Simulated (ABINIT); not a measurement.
**KTaO3 in ABINIT: the effect of potentials**

The system is KTaO3.

```
Ta K O
1.0
     3.98830    0.00000    0.00000
     0.00000    3.98830    0.00000
     0.00000    0.00000    3.98830
Ta K O
1 1 3
Direct
  0.00000 0.00000 0.00000
  0.50000 0.50000 0.50000
  0.00000 0.00000 0.50000
  0.00000 0.50000 0.00000
  0.50000 0.00000 0.00000
```

Alike in all runs:

* Program: ABINIT 10.8.3 (patched build)
* Task: single point
* Functional: r2SCAN
* k mesh: 7 × 7 × 7
* Occupations: fermi-dirac, width 0.05 eV
* Spin: no spin polarisation

One run gave: gap on the mesh 2.60 eV; pressure -1.1 GPa. Which potentials did it use?
A. JTH PAW PBE v2.0
B. SG15 NC PBE v1.2
C. Ansatz PAW PBE default generated set, frozen core
D. PseudoDojo NC SR PBE v0.4.1 standard
E. Ansatz NC r2SCAN

D.

```tsv
potentials	cutoff	gap on the mesh (eV)	pressure (GPa)
Ansatz PAW PBE default generated set, frozen core	517 eV	2.69	0.0
JTH PAW PBE v2.0	762 eV	2.67	-0.1
Ansatz NC r2SCAN	1524 eV	2.70	0.7
SG15 NC PBE v1.2	1361 eV	2.35	-3.5
PseudoDojo NC SR PBE v0.4.1 standard	1361 eV	2.60	-1.1
```

Caveats: spin-orbit coupling is left out, which moves the levels of the heavy elements; an odd mesh through Γ misses points on the zone boundary, where band edges often lie; the PAW data sets were made with another functional, which shifts forces and pressure a little (some runs); the atomic spheres overlap (some runs); the potentials were made for another functional, which shifts forces and pressure (some runs).

The runs don't all hold the same shells in valence.
